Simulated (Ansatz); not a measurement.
## Stability checks on a candidate for P

The cell was found from a structure generator's guess, not taken from experiment.

All numbers below come from Ansatz, DFT PBE, scalar-relativistic, plane waves, PAW. The final run on the 1-atom cell used 420 eV, a Γ-centred 22×22×22 mesh, 0.10 eV smearing and no spin polarisation.

```
P
1.0
     2.44431    0.00000    0.00000
     0.00000    2.44431    0.00000
     0.00000    0.00000    2.44431
P
1
Direct
  0.00000 0.00000 0.00000
```

Energies count from the standard state of P at the same level. The references include black phosphorus.

Q: These tests were run: phonons on a 4×4×4 q mesh; elastic tensor. What do they show?

A:

```csv
test,result
phonons on a 4×4×4 q mesh,imaginary modes down to 238i cm⁻¹
elastic tensor,least eigenvalue 64 GPa
```

It fails one test: phonons on a 4×4×4 q mesh. So it isn't even a local minimum.

The reference form of P is held partly by dispersion forces, which this level lacks. The run for the phonons used a 24×24×24 k mesh and Fermi–Dirac smearing of 0.15 eV. The run for the elastic tensor used a 24×24×24 k mesh and Fermi–Dirac smearing of 0.15 eV.
